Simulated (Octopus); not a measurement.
Al:

```
Al
1.0
     2.82708    0.00000    0.00000
    -1.41354    2.44832    0.00000
     0.00000    0.00000    9.18599
Al
4
Direct
  0.66667 0.33333 0.75000
  0.00000 0.00000 0.50000
  0.33333 0.66667 0.25000
  0.00000 0.00000 0.00000
```

This isn't the form of Al at room conditions, which is fcc.

- Program: Octopus 16.4
- Task: single point
- Functional: PBEsol
- Potentials or basis: pseudodojo_pbesol (PseudoDojo 0.4, PBEsol)
- Grid spacing: 0.177 × 0.177 × 0.180 Å
- k mesh: 11 × 11 × 3
- Occupations: fermi-dirac, width 0.05 eV
- Spin: no spin polarisation

On this cell: largest force under 0.003 eV/Å; band gap on the k mesh none (metal or under the smearing width).

The same run follows on a disturbed copy (atoms moved at random, drawn with an rms of 0.05 Å):

```xyz
4
Lattice="2.8271 0.0000 0.0000 -1.4135 2.4483 0.0000 0.0000 0.0000 9.1860" Properties=species:S:1:pos:R:3 pbc="T T T"
Al    1.3915    0.7788    6.9237
Al   -0.0143   -0.0085    4.5397
Al    0.0214    1.6586    2.2780
Al   -0.0160   -0.0003   -0.0067
```

Question: What does the disturbed cell give?

Answer: The energy (extrapolated to zero smearing) moves by +4.1 meV/atom; largest force 0.333 eV/Å; band gap on the k mesh none (metal or under the smearing width).

Forces in eV/Å, atoms in the order of the input:
```
Al   0.013  0.045 -0.330
Al   0.024  0.011  0.310
Al  -0.057 -0.050 -0.033
Al   0.020 -0.006  0.053
```
